**Q:** My samples are black phosphorus, a stack of puckered sheets. Its atoms are all of one kind, and each has three neighbours at nearly the same distance. Why should such a uniform crystal have such different vibration frequencies?

Harmonic phonons of black phosphorus (Cmce, four atoms per primitive cell) in the cell relaxed at 0 GPa, from Quantum ESPRESSO 7.5 with the vdW-DF-cx functional and PseudoDojo 0.4.1 SR PBE standard potentials. The k mesh is 6×6×4, with cold smearing of 0.272 eV and a plane-wave cutoff of 598.65 eV; phonon q row 1 is the zone centre, q = (0, 0, 0).

```tsv
row	phonon q row (row)	phonon frequency (cm⁻¹)
1	1	2.1
2	1	2.6
3	1	3.0
4	1	91.1
5	1	176.5
6	1	209.9
7	1	364.1
8	1	395.3
9	1	395.7
10	1	399.3
11	1	434.3
12	1	445.7
```

**A:** Because a pattern of motion may stretch bonds or only bend the angles between them, and bending is much easier. These are the vibrations at the zone centre, where every primitive cell moves in step, from a density functional with van der Waals interactions. Rows 1–3 are the crystal moving as a whole; they should lie at zero, and the small values are numerical residue. The other nine are true vibrations, three soft and six stiff, with the widest step, 154 cm⁻¹, between rows 6 and 7.

**Q:** Why three and six?

**A:** Count the bonds. The primitive cell holds four atoms, which can move in $4\times3=12$ independent ways. Each atom has three bonds and each bond is shared by two atoms, so there are $4\times3/2=6$ bonds. Asking that no bond changes its length sets six conditions. In this puckered network none of them follows from the others, so six motions survive. Three of these are the translations, which leaves three vibrations that keep the bond lengths, to first order, and six that must stretch bonds.

**Q:** Can you picture the three soft ones?

**A:** Each sheet consists of an upper and a lower half, with zigzag chains in each half and steep bonds linking the two. In one soft motion the halves slide against each other along the chains, at right angles to the linking bonds. In another they slide across the chains, while the atoms also move up or down just enough to keep the links at their length. In the third, linked pairs of atoms rise and sink in turn, and the chains pucker. These pictures follow from the bond geometry; which of them belongs to row 4, 5 or 6 is left open here.

**Q:** Could the soft ones be whole sheets rubbing against each other?

**A:** Not at this wave vector. The primitive cell holds a single sheet, so when all cells move in step, all sheets move together. Even row 4, at 91 cm⁻¹, is a distortion within the sheet.

**Q:** How much easier is bending than stretching?

**A:** The squared frequency is a stiffness divided by a mass, and here the mass is the same throughout. Squared frequencies therefore compare stiffnesses directly. On average they are about six times larger in the stiff group than in the soft one. The stiff modes bend angles too, so the factor compares two groups of motions, not a pure stretch with a pure bend.

**Q:** Can I estimate where the stiff group lies?

**A:** Put an equal spring of constant $k$ on every bond between atoms of mass $m$, and ignore bending. Each spring then adds $2k/m$ to the sum of the squared angular frequencies, whatever its direction. Six springs shared among six stretching modes give a mean of $2k/m$, which is also the squared frequency of two free atoms joined by one such spring. So the centre of the group reflects the strength of a single bond, and the bond directions only spread the modes around it. The computed centre, a root mean square of 407 cm⁻¹, corresponds to $k\approx150$ N/m, an effective value that has absorbed some bending.

**Q:** Show me one mode in full.

**A:** Let neighbouring atoms of a zigzag chain move in opposite directions along the chain, each by $u$. A chain bond makes an angle $\theta$ with that direction, so its length changes by $2u\cos\theta$. Each atom has two such bonds, which pull it back with a force $4k\cos^2\theta\,u$, and the squared angular frequency is $4\cos^2\theta\,(k/m)$. In the relaxed cell $\cos^2\theta\approx0.56$, which makes the factor 2.24, compared with the group mean of 2. The estimate is $407\times\sqrt{2.24/2}\approx430$ cm⁻¹.

The motion occurs twice, because the two halves of the sheet can move in step or in opposition. The model gives both the same frequency. Paired by order of frequency, not by their computed patterns of motion, they fall on rows 10 and 11, at 399 and 434 cm⁻¹. Both rows helped to set the spring constant, so the test lies in the spread and not in the overall height.

**Q:** What sets the bottom and the top of the stiff group?

**A:** In the spring model it is the tilt of the linking bonds. One motion changes the thickness of the sheet, another stretches the chains across their length, and on their own the two would have similar frequencies. A tilted link feels both at once and couples them. As with any two coupled oscillators of similar frequency, one combination drops and the other rises. In the model they become the lowest and the highest stretch, at 338 and 444 cm⁻¹. The lowest and highest computed stretches lie at 364 and 446 cm⁻¹, but this match too is by order only.

**Q:** So the springs explain everything?

**A:** They explain the grouping well and the details only in part. For the six stiff modes the typical miss is 18 cm⁻¹, against 27 cm⁻¹ if all six are given one common frequency. That is modest support, because model and calculation were paired by order, which favours any model with a spread. The clearest failure is in rows 8–10: they lie within 4 cm⁻¹ of each other, while the model spreads them over 48 cm⁻¹. The crystal came out metallic and its response is not converged in k points, so I would not build an explanation on that bunching.

**Q:** And the soft group, where springs alone give zero?

**A:** There the restoring force must come from bending and from weaker forces between atoms that are not bonded, including atoms of neighbouring sheets. A second model, fitted to all nine vibrations, gives each the same extra bending stiffness. It places the three soft modes together at 171 cm⁻¹, close to row 5 but 80 cm⁻¹ too high for row 4 and 39 cm⁻¹ too low for row 6. One common stiffness is therefore too simple. The three motions may change different angles, or the same angles by different amounts, and the weaker forces may differ too; this analysis does not separate these causes. The printed analysis below compares both models row by row.

**Q:** Would another crystal with three bonds per atom show the same soft group?

**A:** Take grey arsenic, whose sheets are buckled honeycombs with only two atoms in the primitive cell. Six motions less three bonds leave three, and the translations use them all up. The buckling matters here: the three bonds of an atom do not lie in one plane, so the two atoms cannot move against each other without stretching some bond. In a flat honeycomb, motion out of the plane would escape. In grey arsenic every zone-centre vibration must stretch bonds, and the soft group is absent. The size of the repeating unit matters as much as the number of neighbours.

**Q:** May I lay these frequencies over my Raman spectrum?

**A:** Only in part, because the table also holds vibrations that do not appear in first-order Raman scattering. The crystal has an inversion centre midway along each linking bond, and only motions in which the two linked atoms move in opposite directions are Raman active. That leaves six of the nine, two soft and four stiff. For these, compare the grouping, not the exact positions. The relaxed cell is denser than real black phosphorus, and the real material is a semiconductor, not a metal. Both differences can shift lines, and so can the potentials, which were made for another functional. The division into three and six rests on the bond network, which the real crystal shares.

Numerical output:

```
fit of w2 on 9 rows (idx > 3): constant 29199 +/- 8125, coefficient of g 67736 +/- 4904; rms 12759, worst 10 21312, leave-one-out rms 17110
  rows outside the fit (model, value, miss): 1 29199, 4.41, 29195; 2 29199, 6.76, 29192; 3 29199, 9, 29190
Frequencies in 1/cm:
  row  computed  geometry factor  springs only  miss springs  springs and bending  miss with bending
    1       2.1                0             0          -2.1                    0               -2.1
    2       2.6                0             0          -2.6                    0               -2.6
    3         3                0             0            -3                    0                 -3
    4      91.1                0             0         -91.1                170.9              79.78
    5     176.5                0             0        -176.5                170.9             -5.622
    6     209.9                0             0        -209.9                170.9             -39.02
    7     364.1            1.378         337.6        -26.52                350.1             -14.01
    8     395.3            1.763         381.7        -13.56                385.5             -9.827
    9     395.7                2         406.6         10.94                405.8               10.1
   10     399.3            2.237         430.1         30.79                425.2              25.85
   11     434.3            2.237         430.1        -4.206                425.2              -9.15
   12     445.7            2.384           444        -1.723                436.7             -9.014
Step between soft and stiff optical modes (1/cm): 154.2
Largest other step between optical modes (1/cm): 85.4
Root mean square frequency of the three soft modes (1/cm): 166.8
Root mean square frequency of the six stiff modes (1/cm): 406.6
Ratio of mean squared frequencies, stiff to soft: 5.94
Effective bond spring constant, springs only (N/m): 150.9
Rms miss of springs only, six stiff modes (1/cm): 18.15
Rms miss of one common frequency, six stiff modes (1/cm): 27.07
Rms miss with bending, six stiff modes (1/cm): 14.31
Width of rows 8 to 10, computed (1/cm): 4
Width of rows 8 to 10, springs only (1/cm): 48.36
```
